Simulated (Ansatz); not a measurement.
I need a convergence test of the plane-wave cutoff of N, space group P4_2/mnm. Use the Ansatz DFT code, driven from Python. Settings (first run): PBEsol, PAW, cutoff 300 eV, 6×6×4 k-points, fixed occupations. The script varies cutoff (eV): 300, 400, 500, 600, 700.

Contents of `n.xyz`:
```text
4
Lattice="4.08406197 0.0 0.0 0.0 4.08406197 0.0 0.0 0.0 5.34591325" Properties=species:S:1:pos:R:3 pbc="T T T"
N     3.69311595    3.69311595    0.00000000
N     2.43297700    1.65108497    2.67295662
N     0.39094602    0.39094602    0.00000000
N     1.65108497    2.43297700    2.67295662
```

The script, `n_ecut.py`:
```python
# -*- coding: utf-8 -*-
import ansatz as az
import pandas as pd


def main():
    structure = az.Crystal.from_extxyz("n.xyz")

    calc = structure.calculation()
    calc = calc.functional("PBEsol")
    calc = calc.kpoints(6, 6, 4, center="gamma")
    calc = calc.occupations("fixed")
    calc = calc.stress()

    rows = []
    for value in [300, 400, 500, 600, 700]:
        data = calc.basis(value).run(threads=1, backend="cpu").report
        rows.append((value, data["free_energy_ev"] / len(data["lattice"]["sites"]), data["n_iterations"], sum(data["stress_gpa"][i][i] for i in range(3)) / 3, data["n_pw"]))

    table = pd.DataFrame(rows, columns=["cutoff (eV)", "F/atom (eV)", "iterations", "P (GPa)", "plane waves"])
    print(table.round(5).to_string(index=False))

    for row in rows[:-1]:
        shift = 1000 * (row[1] - rows[-1][1])
        print(f"{row[0]}: {shift:+.2f} meV/atom" + ("  (within 1 meV)" if abs(shift) < 1 else ""))


if __name__ == "__main__":
    main()
```

`python n_ecut.py` gives:
```text
DeckWarning: basis.ecutwfc = 300 eV is below the records' recommended 420 eV, and the density's cutoff is lower with it unless basis.ecutrho_ratio is high enough to keep the records' density cutoff: compare with a run at a higher cutoff
DeckWarning: basis.ecutwfc = 400 eV is below the records' recommended 420 eV, and the density's cutoff is lower with it unless basis.ecutrho_ratio is high enough to keep the records' density cutoff: compare with a run at a higher cutoff
 cutoff (eV)  F/atom (eV)  iterations  P (GPa)  plane waves
         300   -378.19686           6 -1.08254         1035
         400   -378.46875           6 -0.82000         1609
         500   -378.48007           6 -0.81189         2323
         600   -378.48100           6 -0.83610         2993
         700   -378.48154           6 -0.84843         3751
300: +284.68 meV/atom
400: +12.79 meV/atom
500: +1.47 meV/atom
600: +0.54 meV/atom  (within 1 meV)
```
(Warnings from the package without file and line.)

From 600 eV on it stays within 1 meV an atom of the value at 700 eV; the first row (300 eV) is off by 284.7 meV and the last but one by 0.54 meV. The energy falls steadily, as expected when plane waves are added. The pressure moves from -1.08 to -0.85 GPa (the program's stress holds a Pulay correction, so it settles early).

Caveats:
- No spin polarisation was allowed.
- Pressure is positive in compression.
- This isn't the structure that N takes at ambient conditions.
- Shifts are counted from the last row, which is itself no proven limit.
- Timing: 12 s on 1 thread of Arm Neoverse V1 (shared host), peak memory 0.47 GiB.
